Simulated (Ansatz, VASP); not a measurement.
## KTaO3: VASP beside Ansatz

```
K Ta O
1.0
     4.21032    0.00000    0.00000
     0.00000    4.21032    0.00000
     0.00000    0.00000    3.57877
K Ta O
1 1 3
Cartesian
  2.1052 2.1052 1.7894
  0.0000 0.0000 0.0000
  2.1052 0.0000 0.0000
  0.0000 2.1052 0.0000
  0.0000 0.0000 1.7894
```

Alike in both runs: task single point; functional r2SCAN; k mesh 6 × 6 × 6; occupations gaussian, width 0.05 eV; no spin polarisation.

|  | VASP | Ansatz |
| --- | --- | --- |
| version | VASP 6.6.1 | Ansatz 0.2.0 |
| potentials or method | VASP PAW PBE potentials, release 64 (K_sv, Ta_pv, O) | scalar-relativistic, plane waves, PAW |
| plane-wave cutoff (eV) | 520 | 500 |
| valence electrons in the cell | 38 | 40 |

VASP gave:

| Property | Result |
| --- | --- |
| gap on the k mesh at the Fermi level (eV) | 2.23 |
| least direct gap on the mesh (eV) | 2.71 |
| pressure (GPa) | 12.4 |
| largest component of the traceless stress (GPa) | 55.18 |

**Question.** Which values does Ansatz return?

**Answer.** gap on the k mesh at the Fermi level (eV): 2.26; least direct gap on the mesh (eV): 2.74; pressure (GPa): 11.3; largest component of the traceless stress (GPa): 54.47.

The two sets of potentials don't hold the same shells in valence.

Caveats: the PAW data sets were made with another functional, which shifts forces and pressure a little (VASP); spin-orbit coupling is left out, which moves the levels of the heavy elements. r2SCAN opens gaps a little over a GGA but as a rule still falls short of measured ones. A k mesh can miss the band edges.
